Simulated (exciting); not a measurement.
Set up this calculation in exciting (release sodium), as the native input.

| Property | Result |
| --- | --- |
| Task | band structure |
| Functional | PBE |
| Potentials or basis | all-electron LAPW+lo, shipped species files, valence relativity iora* |
| rgkmax | 9 |
| k mesh | 5 × 5 × 5 |
| Occupations | fermi-dirac, width 0.05 eV |
| Spin | spin-orbit coupling, no magnetisation |
| outputlevel | normal |
| gmaxvr (cutoff of density and potential) | 14 1/bohr |
| lmaxapw (and lmaxmat) | 10 |
| lmaxvr | 8 |
| nempty | 20 |
| Valence relativity | iora* |
| epsengy | 1e-05 Ha |
| epspot | 1e-05 Ha |
| maxscl | 60 |
| Muffin-tin radii | Hg 2.3, Te 2.3 bohr |

The system is HgTe (Coloradoite).

```xyz
2
Lattice="0.0000 3.2145 3.2145 3.2145 0.0000 3.2145 3.2145 3.2145 0.0000" Properties=species:S:1:pos:R:3 pbc="T T T"
Hg    0.0000    0.0000    0.0000
Te    4.8217    4.8217    4.8217
```

One way to write it, as run:

input.xml

```xml
<input>
  <title>HgTe</title>
  <structure speciespath="./" tshift="false">
    <crystal scale="1">
      <basevect>0.000000000000 6.074524627610 6.074524627610</basevect>
      <basevect>6.074524627610 0.000000000000 6.074524627610</basevect>
      <basevect>6.074524627610 6.074524627610 0.000000000000</basevect>
    </crystal>
    <species speciesfile="Hg.xml" rmt="2.3">
      <atom coord="0.000000000000 0.000000000000 0.000000000000"/>
    </species>
    <species speciesfile="Te.xml" rmt="2.3">
      <atom coord="0.750000000000 0.750000000000 0.750000000000"/>
    </species>
  </structure>
  <groundstate do="fromscratch" ngridk="5 5 5" rgkmax="9" gmaxvr="14" lmaxapw="10" lmaxmat="10" lmaxvr="8" xctype="GGA_PBE" stype="Fermi Dirac" swidth="0.00183747" nempty="20" ValenceRelativity="iora*" epsengy="1e-05" epspot="1e-05" maxscl="60" outputlevel="normal">
    <spin spinorb="true"/>
  </groundstate>
  <properties>
    <bandstructure>
      <plot1d>
        <path steps="80">
          <point coord="0 0 0" label="G"/>
          <point coord="0.5 0 0.5" label="X"/>
          <point coord="0.5 0.25 0.75" label="W"/>
          <point coord="0.375 0.375 0.75" label="K"/>
          <point coord="0 0 0" label="G"/>
          <point coord="0.5 0.5 0.5" label="L"/>
          <point coord="0.625 0.25 0.625" label="U"/>
          <point coord="0.5 0.25 0.75" label="W"/>
          <point coord="0.5 0.5 0.5" label="L"/>
          <point coord="0.375 0.375 0.75" label="K" breakafter="true"/>
          <point coord="0.625 0.25 0.625" label="U"/>
          <point coord="0.5 0 0.5" label="X"/>
        </path>
      </plot1d>
    </bandstructure>
    <dos nwdos="300" winddos="-0.6 0.5" inttype="tetra" ngrdos="100" nsmdos="2"/>
  </properties>
</input>
```

Potentials or basis: all-electron LAPW+lo, shipped species files, valence relativity iora*.

Command:

```bash
$ OMP_NUM_THREADS=1 exciting_smp
```

Results of the run:

```json
{"Band gap on the k mesh": "none (metal or under the smearing width)", "All electrons inside the program's atomic spheres": "Hg 77.64; Te 49.04 (radii Hg 2.3, Te 2.3 bohr)"}
```

Caveat: total energies with spin-orbit coupling aren't reliable in this program, so none is listed and the log's shouldn't be used; the tetrahedron DOS on this energy grid can lose part of the weight of narrow d or f bands.

Wall time 3.8 min on 1 thread of Arm Neoverse V1, on a shared host, peak memory 0.22 GiB.
